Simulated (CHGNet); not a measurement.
**Zinc-blende AlSb**

Calculation: the machine-learned potential CHGNet 0.3.0 (trained on PBE and PBE+U data).

Cell (relaxed at this level):

```xyz
2
Lattice="0.0000 3.1041 3.1041 3.1041 0.0000 3.1041 3.1041 3.1041 0.0000" Properties=species:S:1:pos:R:3 pbc="T T T"
Al     0.0000     0.0000     0.0000
Sb     4.6561     4.6561     4.6561
```

```json
{
  "lattice_constant_a": "6.208 Å",
  "volume_per_atom": "29.91 Å³/atom"
}
```

Measured, for comparison: lattice constant a 6.128 Å, equilibrium volume per atom 28.77 Å³/atom (low temperature, thermal expansion removed or low-temperature value; zero-point expansion not removed; as tabulated in Zhang et al. (2018), doi:10.1088/1367-2630/aac7f0). Computed (rounded) less measured: lattice constant a +1.3 %, equilibrium volume per atom +4.0 %.

A machine-learned potential is trained on density-functional data: it inherits that level's misses and adds fitting errors of its own.
